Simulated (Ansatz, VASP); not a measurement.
# Two plane-wave programs on BeTe

```
Be Te
1.0
     0.00000    2.82862    2.82862
     2.82862    0.00000    2.82862
     2.82862    2.82862    0.00000
Be Te
1 1
Direct
  0.00000 0.00000 0.00000
  0.25000 0.25000 0.25000
```

Alike in both runs: task single point; functional LDA; k mesh 8 × 8 × 8; no spin polarisation.

```csv
,VASP,Ansatz
version,VASP 6.6.1,Ansatz 0.2.0
potentials or method,"VASP PAW LDA potentials, release 64 (Be, Te)","plane waves, PAW"
plane-wave cutoff (eV),520,420
occupations,"gaussian, width 0.01 eV",fixed
valence electrons in the cell,8,18
```

|  | VASP | Ansatz | Ansatz less VASP |
| --- | --- | --- | --- |
| gap on the k mesh at the Fermi level (eV) | 1.90 | 1.92 | +0.017 |
| pressure (GPa) | -2.9 | -3.1 | -0.22 |

The two sets of potentials don't hold the same shells in valence.

Caveats: spin-orbit coupling is left out, which moves the levels of the heavy elements. A k mesh can miss the band edges. Expect the measured gap to be larger: semilocal functionals such as LDA lack the derivative discontinuity.
